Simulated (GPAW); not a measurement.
TiTe:

```
Ti Te
1.0
     0.00000    3.05007    3.05007
     3.05007    0.00000    3.05007
     3.05007    3.05007    0.00000
Ti Te
1 1
Direct
  0.50000 0.50000 0.50000
  0.00000 0.00000 0.00000
```

The cell comes from a database or a generator and needn't be the stable form of this composition.

Base run:

- Program: GPAW 26.7.0
- Functional: r2SCAN
- Potentials or basis: GPAW PAW data sets (gpaw-data 1.2.1)
- Cutoff: 600 eV
- Basis: pw
- k mesh: 8 × 8 × 8
- Occupations: fermi-dirac, width 0.05 eV
- Spin: no spin polarisation
- Hubbard terms: Ti d U = 2 eV

Its results: band gap on the k mesh none (metal or under the smearing width); pressure -10.9 GPa.

Task: The run is repeated on the same cell with these changes: hubbard terms from Ti d U = 2 eV to none. What comes out?

Result: Band gap on the k mesh none (metal or under the smearing width); pressure -11.7 GPa.

Caveats: the PAW data sets were made with another functional, which shifts forces and pressure a little; U without spin polarisation on a metal has little footing (some runs); the U is typed as a test and isn't derived for this compound (some runs).
